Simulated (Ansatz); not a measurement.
TiO₂: experiment and calculation

**Experimental background.**

A printed reference work, textbook reports, for a bulk crystal of TiO2: lattice constant a 3.7842 Å; lattice constant c 9.5146 Å.

The runs below are set against these values where they give the same quantity.

Theory: DFT r2SCAN, scalar-relativistic, plane waves, PAW (Ansatz 0.2.0).

Cutoff 500 eV; k points 8×8×6 on the computed 6-atom cell (Γ-centred); Gaussian smearing, width 0.02 eV; no spin polarisation.

Relaxed structure, symmetry kept:

```
Ti O
1.0
     2.67116   -2.67125   -0.02017
     2.67116    2.67125   -0.02017
    -2.63534    0.00000    4.81205
Ti O
2 4
Direct
  0.12497 0.87503 0.25000
  0.87503 0.12497 0.75000
  0.33228 0.08225 0.66454
  0.66772 0.91775 0.33546
  0.91775 0.66772 0.83546
  0.08225 0.33228 0.16454
```

| Property | Result |
| --- | --- |
| Space group | I4_1/amd (No. 141) |
| Volume per atom | 11.40 Å³ |
| Formation energy from the elements' standard states (uncorrected) | -3.332 eV/atom |
| Generalised Kohn–Sham band gap | 2.53 eV, indirect from (0.438, -0.438, 0.000) to Γ |
| Löwdin character of the top 1 eV of the valence band | O 2p 93 % |
| Löwdin character of the lowest 1 eV of the conduction band | Ti 3d 92 % |
| Electron masses at the edge by Cartesian direction of the computed cell, whose vectors are (2.671, -2.671, -0.020), (2.671, 2.671, -0.020), (-2.635, 0.000, 4.812) Å (m_e; degenerate bands sorted by energy; no spin-orbit coupling) | x: 0.44; y: 0.44; z: 4.0 |
| Hole masses at the edge by Cartesian direction of the computed cell, whose vectors are (2.671, -2.671, -0.020), (2.671, 2.671, -0.020), (-2.635, 0.000, 4.812) Å (m_e; degenerate bands sorted by energy; no spin-orbit coupling) | x: 2.2; y: 1.7; z: 0.97 |
| Bulk modulus | 189 GPa |
| Its pressure derivative | 2.5 |
| Bader charges (e) | Ti (2 in the cell) 2.37, O (4 in the cell) -1.19 |

A ferromagnetic start lost its moments in a first run, so spin was left out; other magnetic orders weren't tried.

Against the measured lattice constant a of TiO2, 3.7842 Å (a printed reference work, textbook), the calculated 3.778 Å is off by -0.2 %. A measured lattice constant c of TiO2 is 9.5146 Å (a printed reference work, textbook); the calculated 9.584 Å misses it by +0.7 %. The calculation is for 0 K without zero-point motion.